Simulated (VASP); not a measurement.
Input of a VASP 6.6.1 run:

Contents of INCAR:

```
SYSTEM = BeH
PREC = Accurate
ENCUT = 520
EDIFF = 1E-7
ISMEAR = -1
SIGMA = 0.0368
LREAL = .FALSE.
LASPH = .TRUE.
NELM = 100
ALGO = Fast
ISIF = 2
LWAVE = .FALSE.
LCHARG = .TRUE.
GGA = PE
LELF = .TRUE.
LVHAR = .TRUE.
NBANDS = 8
```

Contents of KPOINTS:

```
regular mesh
0
G
  8 8 8
  0 0 0
```

File POSCAR:

```
BeH
1.0
    0.0000000000      1.9764790000      1.9764790000
    1.9764790000      0.0000000000      1.9764790000
    1.9764790000      1.9764790000      0.0000000000
Be H
1 1
Direct
    0.0000000000      0.0000000000      0.0000000000
    0.5000000000      0.5000000000      0.5000000000
```

Potentials or basis: VASP PAW PBE potentials, release 64 (Be, H).

The run is started by

```bash
$ cat potpaw_PBE.64/Be/POTCAR potpaw_PBE.64/H/POTCAR > POTCAR
$ mpirun -np 1 vasp_std > vasp.out
```

Q: What does it give for the pressure?

A: -20.0 GPa.

Q: Estimate the band gap on the k mesh.

A: None (metal or under the smearing width).

Caveat: so large a pressure means that the cell lies far from this level's equilibrium, or that cutoff or potentials fall short.
